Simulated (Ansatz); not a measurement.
**Li3N: pressure 0.7 GPa**

Base system: Li$_{3}$N (space group P6/mmm, No. 191; a = 3.607 Å, c = 3.845 Å).

Modification: a hydrostatic pressure of 0.7 GPa.

The values are results of DFT with PBEsol, PAW potentials and a 420 eV plane-wave cutoff in Ansatz (a quantum-chemistry and plane-wave program), without spin-orbit coupling, not measurements. Γ-centred 11×11×9 mesh, Fermi–Dirac width 0.05 eV.

```tsv
quantity	base	changed	shift
volume per atom	10.83 Å³	10.70 Å³	-0.13 Å³
density	1.34 g/cm³	1.35 g/cm³	+0.017 g/cm³
lattice parameter a	3.607 Å	3.592 Å	-0.015 Å
c/a ratio	1.066	1.066	0.000
shortest interatomic distance	1.922 Å	1.914 Å	-0.008 Å
enthalpy H = E + PV relative to the base's energy	–	+0.05 eV/atom	–
band gap	1.09 eV	1.11 eV	+0.02 eV
gap character	indirect, A → Γ	indirect, A → L	–
```

Final structure:

```yaml
crystal:
  lattice:
    - [3.59250, 0.00000, 0.00000]
    - [-1.79625, 3.11119, 0.00000]
    - [0.00000, 0.00000, 3.82835]
  atoms:
    - { symbol: Li, position: [0.00000, 0.00000, 0.50000] }
    - { symbol: Li, position: [0.33333, 0.66667, 0.00000] }
    - { symbol: Li, position: [0.66667, 0.33333, 0.00000] }
    - { symbol: N, position: [0.00000, 0.00000, 0.00000] }
```

Cost of the whole job for the changed cell (relaxation, final SCF and bands): very roughly 23 core-seconds.

Load acts through the strain it causes; cell and atoms are relaxed under it. Whether these cells are dynamically stable was not tested.
